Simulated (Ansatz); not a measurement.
Input and command of a calculation in Ansatz (plane waves; scalar-relativistic PAW potentials unless the input names others):

```yaml
crystal:
  lattice:
    - [3.1302395629, 0.0, 0.0704303902]
    - [-1.5651197815, 2.7108669814, -0.0352151951]
    - [0.1129045422, 0.0, 5.0179796548]
  atoms:
    - { symbol: Al, position: [0.3333333333, 0.6666666667, 0.0017287175] }
    - { symbol: Al, position: [0.6666666667, 0.3333333333, 0.5017287175] }
    - { symbol: "N", position: [0.3333333333, 0.6666666667, 0.3832712825] }
    - { symbol: "N", position: [0.6666666667, 0.3333333333, 0.8832712825] }
basis:
  ecutwfc: 420
kpoints:
  mp_grid: { grid: [12, 12, 6] }
hamiltonian:
  xc: pbe
scf:
  occupations: { method: gaussian, width: 0.05 }
  initial_density: { chi_scale: 0.3 }
output:
  forces: true
  eigenvalues: true
  stress: true
```

```bash
ansatz run input.yaml --threads 1 --pin off --max-ram 2560MiB --backend cpu --events-out ev --progress --plain --runs-dir out
```

Abridged log:
```
Basis set: ecut = 420 eV, 829 PW (Γ), exchange–correlation on 48×48×72 points (8 copies of the dense FFT grid, shifted against one another)
Bands: 12, of which v1, the nominal top of the filled ones, is band 8 counted from 1 (7 counted from 0)
Symmetry: 2 space group operations
k-points: 242 of 864 (time reversal used)
SCF iter   1: F=—  HF=-1848.994211 eV  |F-HF|=—  |Δ(HF+E_count)|=         —  Δρ=6.82e-2  dr2=2.44e0  ethr=3.10e-3  ⟨swp⟩=5.5  Hψ=18093  notcnv=0
SCF iter   2: F=—  HF=-1848.483165 eV  |F-HF|=—  |Δ(HF+E_count)|=   5.11e-1  Δρ=2.69e-2  dr2=2.01e-1  ethr=3.10e-3  ⟨swp⟩=2.1  Hψ=7650  notcnv=0
SCF iter   3: F=—  HF=-1848.473820 eV  |F-HF|=—  |Δ(HF+E_count)|=   9.34e-3  Δρ=7.62e-3  dr2=1.69e-2  ethr=1.25e-3  ⟨swp⟩=2.0  Hψ=3647  notcnv=0
SCF iter   4: F=—  HF=-1848.474746 eV  |F-HF|=—  |Δ(HF+E_count)|=   9.26e-4  Δρ=3.46e-4  dr2=1.53e-5  ethr=1.06e-4  ⟨swp⟩=3.0  Hψ=5575  notcnv=0
SCF iter   5: F=—  HF=-1848.474619 eV  |F-HF|=—  |Δ(HF+E_count)|=   1.27e-4  Δρ=5.49e-5  dr2=3.97e-7  ethr=9.57e-8  ⟨swp⟩=2.5  Hψ=4828  notcnv=0
SCF iter   6: F=-1848.474619 eV  HF=-1848.474619 eV  |F-HF|=1.46e-9  |Δ(HF+E_count)|=   3.29e-7  Δρ=4.62e-6  dr2=6.11e-9  ethr=6.25e-10  ⟨swp⟩=5.1  Hψ=15116  notcnv=0
SCF 1 converged in 6 iterations: F = -1848.474619 eV  dr2 = 6.11e-9
SCF converged after 6 iterations
Free energy (F): -1848.474619 eV
Harris-Foulkes:  -1848.474619 eV  (|F-HF|=1.46e-9)
Internal energy: -1848.474619 eV  (E = F + TS)
E sigma→0 (E₀):  -1848.474619 eV
Fermi energy:    8.987130 eV
--- Forces (eV/Å), atoms counted from 1 ---
  atom   1  Al    -0.21817926     0.02704490     0.01273799
  atom   2  Al    -0.21817926    -0.02704490     0.01273799
  atom   3  N      0.21818807     0.03352136    -0.01275943
  atom   4  N      0.21818807    -0.03352136    -0.01275943
--- Stress (GPa, compression-positive) ---
        0.063871       0.000000      -5.571125
        0.000000       0.094630       0.000000
       -5.571121       0.000000       0.279118
  P = ⅓ Tr σ = 0.1459 GPa (1.459 kbar)
```

Apart from outputs and empty bands, the input differs from a reference run on usual settings in scf.initial_density.chi_scale: not typed → 0.3. The reference, at the same geometry (not necessarily relaxed), gave pressure 0.15 GPa, largest force 0.221 eV/Å, gap on the mesh 3.96 eV. This run converged in 6 SCF iterations (reference: 6) with an energy at zero smearing within 0.01 meV/atom of the reference's, pressure 0.15 GPa, largest force 0.221 eV/Å, gap on the mesh 3.96 eV.

The run took 13 s on 1 thread of Arm Neoverse V1, with other jobs on the host, peak memory 0.39 GiB.